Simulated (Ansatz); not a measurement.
## diamond against fcc along group 11 and 12

The calculation used DFT, RPBE, plane waves (420 eV) with PAW, scalar-relativistic in Ansatz. The PAW files were generated under PBE, with cores re-solved for the functional.

Each structure is relaxed within its symmetry, in the lowest magnetic state of the tried starts. Differences under about 8 meV lie within the error of the k-point mesh.

```csv
element,E(diamond) − E(fcc) (meV/atom),V(diamond) (Å³/atom),V(fcc) (Å³/atom),state of diamond,state of fcc
Cu,965,20.18,12.38,spin not included,spin not included
Ag,654,32.41,18.69,spin not included,spin not included
Au,580,30.74,18.49,spin not included,spin not included
Zn,386,26.63,15.89,spin not included,spin not included
Cd,234,42.45,24.43,spin not included,spin not included
```
